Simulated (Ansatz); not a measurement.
## TiAl3 in Ansatz: the effect of functional

TiAl3:

```xyz
4
Lattice="-1.9111 1.9111 4.2807 1.9111 -1.9111 4.2807 1.9111 1.9111 -4.2807" Properties=species:S:1:pos:R:3 pbc="T T T"
Ti    0.0000    0.0000    0.0000
Al    1.9111    0.0000    2.1403
Al    0.0000    1.9111    2.1403
Al    0.0000    0.0000    4.2807
```

The cell comes from a database or a generator and needn't be the stable form of this composition.

Alike in all runs:

| Quantity | Value |
| --- | --- |
| Program | Ansatz 0.2.0 |
| Task | band structure |
| Potentials or basis | Ansatz PAW |
| k mesh | 6 × 6 × 6 |
| Occupations | fermi-dirac, width 0.05 eV |
| Spin | no spin polarisation |

| functional | cutoff | pressure (GPa) |
| --- | --- | --- |
| LDA | 420 eV (not typed: the program's choice for these potentials) | -3.5 |
| PBE | 420 eV (not typed: the program's choice for these potentials) | 2.1 |
| PBEsol | 420 eV (not typed: the program's choice for these potentials) | -0.5 |
| RPBE | 420 eV (not typed: the program's choice for these potentials) | 4.5 |
| revPBE | 420 eV (not typed: the program's choice for these potentials) | ? |
| BLYP | 420 eV (not typed: the program's choice for these potentials) | 5.1 |
| r2SCAN | 500 eV (not typed: the program's choice for these potentials) | 0.1 |

Problem. What does the run with functional revPBE give?

Solution. Pressure 3.9 GPa.

Caveats: all runs use coarse meshes; the PAW data sets come from PBE, with cores solved anew for the run's functional, which leaves a small shift of forces and pressure (some runs).
